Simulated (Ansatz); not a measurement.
**Cs (hcp type): how the settings move a single-point run**

Question: which choices in the input matter for Cs (hcp type)?

Computed with Ansatz 0.2.0 (reference: DFT, PBE, all-electron PAW with datasets made for the crystal, scalar-relativistic, unless a step's input says otherwise).

## Step 1: The structure to begin with

The structure is hexagonal, space group P6_3/mmc (No. 194). Conventional cell: a = 5.576 Å, b = 5.576 Å, c = 9.025 Å, α = 90.00°, β = 90.00°, γ = 120.00°.

Coordinates:

```
CELL_PARAMETERS angstrom
5.57633 0.00000 0.00000
-2.78817 4.82925 0.00000
0.00000 0.00000 9.02523
ATOMIC_POSITIONS crystal
Cs 0.33333 0.66667 0.25000
Cs 0.66667 0.33333 0.75000
```

## Step 2: Reference

input.yaml reads:

```yaml
crystal:
  lattice:
    - [5.5763321968, 0.0, 0.0]
    - [-2.7881660984, 4.8292453424, 0.0]
    - [0.0, 0.0, 9.025234341]
  atoms:
    - { symbol: Cs, position: [0.3333333333, 0.6666666667, 0.25] }
    - { symbol: Cs, position: [0.6666666667, 0.3333333333, 0.75] }
kpoints:
  mp_grid: { grid: [12, 12, 6] }
scf:
  occupations: { method: fermi_dirac, width: 0.05 }
hamiltonian:
  xc: pbe
  pseudopotentials: { kind: all_electron, datasets: crystal }
output:
  forces: true
  stress: true
  eigenvalues: true
  efg: { contact_densities: true }
```

Started as:

```sh
> ansatz run input.yaml --threads 1 --pin off --max-ram 2048MiB --backend cpu --events-out ev --progress --plain --runs-dir out
```

## Step 3: Changed: mp_grid.shift [0.5, 0.5, 0.5], dispersion d4

input.yaml, as its differences from that of step 2:

```diff
@@ -9,3 +9,3 @@
 kpoints:
-  mp_grid: { grid: [12, 12, 6] }
+  mp_grid: { grid: [12, 12, 6], shift: [0.5, 0.5, 0.5] }
 scf:
@@ -15,2 +15,3 @@
   pseudopotentials: { kind: all_electron, datasets: crystal }
+  dispersion: d4
 output:
```

Before running it: what results should come out? Wanted: for each run, ending; energy change; pressure; gap; force.

As calculated:

```csv
run,ending,energy change,pressure (GPa),gap (eV),force (eV/Å),cycles,time
reference,converged,0,-0.1,0.00,0.00,9,11 s
"1: mp_grid.shift [0.5, 0.5, 0.5], dispersion d4",converged,-60.6 meV/atom (offset of the dispersion model),-0.1,0.00,0.00,9,18 s
```

Residual by cycle in the longest SCF loop of each run; runs are numbered as in the table. The quantity is the density residual dr2, in eV.

```csv
cycle,reference,run 1
1,0.0496,0.0496
2,0.0251,0.0251
3,0.00233,0.00233
4,9.7e-4,9.7e-4
5,2.0e-4,2.0e-4
6,4.0e-5,4.2e-5
7,2.4e-6,2.6e-6
8,1.5e-7,1.6e-7
9,1.3e-8,1.9e-8
```

What this shows: The energy moves by -60.6 meV/atom, nearly all of it the dispersion term itself (-60.7 meV/atom); that offset belongs to the model and is no gain or loss of stability.
